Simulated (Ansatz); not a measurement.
# MgO: band gap under strain

Aim: follow the gap of MgO (rocksalt) through these states: no strain; -5.0 % shear in the xy plane; +2.5 % equal strain in all directions. The table at the end shows which levels were run.

Code: Ansatz 0.2.0. PAW datasets, plane waves. (Simulation; spin polarisation is off.)

## (1) Starting point

The unstrained cell was relaxed with r2SCAN; in each strained cell the atoms were relaxed again with r2SCAN. Names of k-points are those of the unstrained zone, where strain can split equivalent points. First state: no strain.

The symmetry is Fm-3m (No. 225, cubic); a = 4.204 Å in the conventional setting, 9.29 Å³ an atom. Mg has 6 O at 2.10 Å; O has 6 Mg at 2.10 Å.

The structure in full:

```xyz
2
Lattice="0.0000 2.1022 2.1022 2.1022 0.0000 2.1022 2.1022 2.1022 0.0000" Properties=species:S:1:pos:R:3 pbc="T T T"
Mg    0.0000    0.0000    0.0000
O     2.1022    2.1022    2.1022
```

## (2) No strain: PBE

input.yaml

```yaml
crystal:
  lattice:
    - [0.0, 2.1021674158, 2.1021674158]
    - [2.1021674158, 0.0, 2.1021674158]
    - [2.1021674158, 2.1021674158, 0.0]
  atoms:
    - { symbol: Mg, position: [0.0, 0.0, 0.0] }
    - { symbol: O, position: [0.5, 0.5, 0.5] }
kpoints:
  mp_grid: { grid: [10, 10, 10] }
  band_path:
    path:
      - [0.0, 0.0, 0.0]
      - [0.5, 0.0, 0.5]
      - [0.625, 0.25, 0.625]
      - [0.375, 0.375, 0.75]
      - [0.5, 0.5, 0.5]
      - [0.5, 0.25, 0.75]
    npoints: 1
hamiltonian:
  xc: pbe
scf:
  occupations: { method: fermi_dirac, width: 0.02 }
  n_extra_bands: 4
output:
  forces: true
  stress: true
  eigenvalues: true
```

Command:

```
ansatz run input.yaml --threads 4 --pin off --max-ram 4608MiB --backend cpu --events-out ev --progress --plain --runs-dir out
```

After this run come: No strain: r2SCAN; No strain: HSE06; No strain: G0W0@PBE; -5.0 % shear in the xy plane: PBE; -5.0 % shear in the xy plane: r2SCAN; -5.0 % shear in the xy plane: HSE06; -5.0 % shear in the xy plane: G0W0@PBE; +2.5 % equal strain in all directions: PBE; +2.5 % equal strain in all directions: r2SCAN; +2.5 % equal strain in all directions: HSE06; +2.5 % equal strain in all directions: G0W0@PBE.

Q: Predict the outcome of this session.

As calculated:

Least gap in eV (negative: overlap), with the change from the unstrained cell in brackets. G0W0 is on its own coarse mesh.

```
                                state  volume change (%)           PBE        r2SCAN         HSE06          G0W0
                            no strain               +0.0          4.80          5.68          6.54          7.23
         -5.0 % shear in the xy plane               -0.1  4.58 (-0.22)  5.46 (-0.22)  6.32 (-0.22)  6.98 (-0.25)
+2.5 % equal strain in all directions               +7.7  4.11 (-0.69)  4.96 (-0.72)  5.78 (-0.76)  6.35 (-0.88)
```

In words: With HSE06, of the states in the table +2.5 % equal strain in all directions shifts the gap most, by -0.761 eV. PBE and HSE06 differ by 1.74 eV on the unstrained gap, and by at most 0.07 eV on its change: the two disagree on the size of the gap but agree on its response to strain. G0W0 here is at a finite number of bands, screening cutoff and k mesh, not at the basis limit.
